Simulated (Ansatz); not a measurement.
Input and command of a plane-wave DFT calculation in Ansatz:

```yaml
crystal:
  lattice:
    - [3.969049, 0.0, 0.0]
    - [0.0, 3.969049, 0.0]
    - [0.0, 0.0, 3.969049]
  atoms:
    - { symbol: Ti, position: [0.5, 0.5, 0.5] }
    - { symbol: Pb, position: [0.0, 0.0, 0.0] }
    - { symbol: O, position: [0.5, 0.0, 0.5] }
    - { symbol: O, position: [0.5, 0.5, 0.0] }
    - { symbol: O, position: [0.0, 0.5, 0.5] }
basis:
  ecutwfc: 420
kpoints:
  mp_grid: { grid: [8, 8, 8] }
hamiltonian:
  xc: pbe
  hubbard: { sites: [{ species: Ti, l: d, u_eff: 4.0 }] }
scf:
  occupations: { method: gaussian, width: 0.02 }
output:
  forces: true
  stress: true
  eigenvalues: true
relax:
  adjacent_minimum: "off"
  f_tol: 0.005
  max_steps: 80
  cell: { stress_tol: 0.05 }
```

```bash
ansatz run input.yaml --threads 2 --pin off --max-ram 5120MiB --backend cpu --events-out ev --progress --plain --runs-dir out
```

Processor: AMD EPYC 9R45 96-Core Processor (Zen 5), 2 threads, on a host shared with other jobs.

Q: Estimate time, memory and problem size.

A: About 3.1 s on 2 threads of AMD EPYC 9R45 96-Core Processor (Zen 5), with other jobs on the host, peak memory 0.51 GiB. It solves 27 bands at 35 k points (the mesh reduced by the symmetry that the task leaves, which can be less than the crystal's) with about 1237 plane waves (on the last cell), in 19 SCF iterations over 3 ionic steps.
